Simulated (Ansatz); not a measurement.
# Os under changes of volume

One of the cells (13.982 Å³/atom); the others are scaled copies at fixed shape and fractional positions:

```
Os
1.0
     2.73410    0.00000    0.00000
    -1.36705    2.36780    0.00000
     0.00000    0.00000    4.31970
Os
2
Direct
  0.66667 0.33333 0.75000
  0.33333 0.66667 0.25000
```

- Program: Ansatz 0.2.0
- Functional: BHLYP
- Potentials or basis: Ansatz PAW
- Cutoff: 420 eV (not typed: the program's choice for these potentials)
- k mesh: 6 × 6 × 3
- Occupations: fermi-dirac, width 0.05 eV
- Spin: no spin polarisation

```tsv
volume (Å³/atom)	energy over the lowest point (meV/atom)	pressure (GPa)
13.143	?	?
13.423	27.11	18.2
13.703	4.83	7.6
13.982	0.00	-1.9
14.262	10.74	-10.3
14.542	35.36	-17.8
14.821	72.37	-24.5
```

Task: What does the run at 13.143 Å³/atom give?

Result: Energy over the lowest point 68.43 meV/atom; pressure 29.8 GPa.

Worked out: A Birch-Murnaghan fit of order 3 (a polynomial in V^(-2/3)) to the other rows has its minimum at 13.93 Å³/atom with B0 = V·E''(V) = 454 GPa and B' = 4.6 at fixed shape and positions, which overstates the stiffness. It gives 68.90 meV/atom at 13.143 Å³/atom, against the run's 68.43, and -dE/dV = 29.9 GPa, against 29.8.

Energies are extrapolated to zero smearing.

Caveats: all runs use coarse meshes; the PAW data sets come from PBE, with cores solved anew for the run's functional, which leaves a small shift of forces and pressure; the thresholds are loose for stress.
